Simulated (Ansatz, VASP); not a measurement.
# Cu in VASP and in Ansatz

```
Cu
1.0
    -1.41334    1.41334    1.34799
     1.41334   -1.41334    1.34799
     1.41334    1.41334   -1.34799
Cu
1
Direct
  0.00000 0.00000 0.00000
```

Change from the starting cell: volume scaled by 0.94.

Alike in both runs: task single point; functional PBE; k mesh 13 × 13 × 13; occupations fermi-dirac, width 0.05 eV; no spin polarisation.

|  | VASP | Ansatz |
| --- | --- | --- |
| version | VASP 6.6.1 | Ansatz 0.2.0 |
| potentials or method | VASP PAW PBE potentials, release 64 (Cu), cutoff 520 eV | all-electron LAPW, scalar-relativistic |

|  | VASP | Ansatz | Ansatz less VASP |
| --- | --- | --- | --- |
| gap on the k mesh at the Fermi level (eV) | none | none | - |
| pressure (GPa) | 20.4 | 19.8 | -0.53 |
| largest component of the traceless stress (GPa) | 0.36 | 0.41 | +0.052 |

A gap of «none» marks a metal or a gap that the smearing closes. Ansatz ran all-electron here, so the differences hold the error of VASP's frozen core and of both bases.

Caveats: so large a pressure means that the cell lies far from this level's equilibrium, or that cutoff or potentials fall short (VASP).
